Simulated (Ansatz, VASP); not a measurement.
## One calculation of Ti, two programs

```
Ti
1.0
    -1.55679    1.64209    1.64209
     1.64209   -1.55679    1.64209
     1.64209    1.64209   -1.55679
Ti
1
Direct
  0.00000 0.00000 0.00000
```

Alike in both runs: task single point; functional PBEsol; k mesh 22 × 22 × 22; occupations gaussian, width 0.15 eV; no spin polarisation.

```csv
,VASP,Ansatz
version,VASP 6.6.1,Ansatz 0.2.0
potentials or method,"VASP PAW PBE potentials, release 64 (Ti_sv)","scalar-relativistic, plane waves, PAW"
plane-wave cutoff (eV),520,420
valence electrons in the cell,12,12
```

|  | VASP | Ansatz | Ansatz less VASP |
| --- | --- | --- | --- |
| gap on the k mesh at the Fermi level (eV) | none | none | - |
| pressure (GPa) | -6.8 | -6.6 | +0.25 |
| largest component of the traceless stress (GPa) | 2.27 | 2.28 | +0.016 |

A gap of «none» marks a metal or a gap that the smearing closes.

Caveats: the PAW data sets were made with another functional, which shifts forces and pressure a little (VASP).
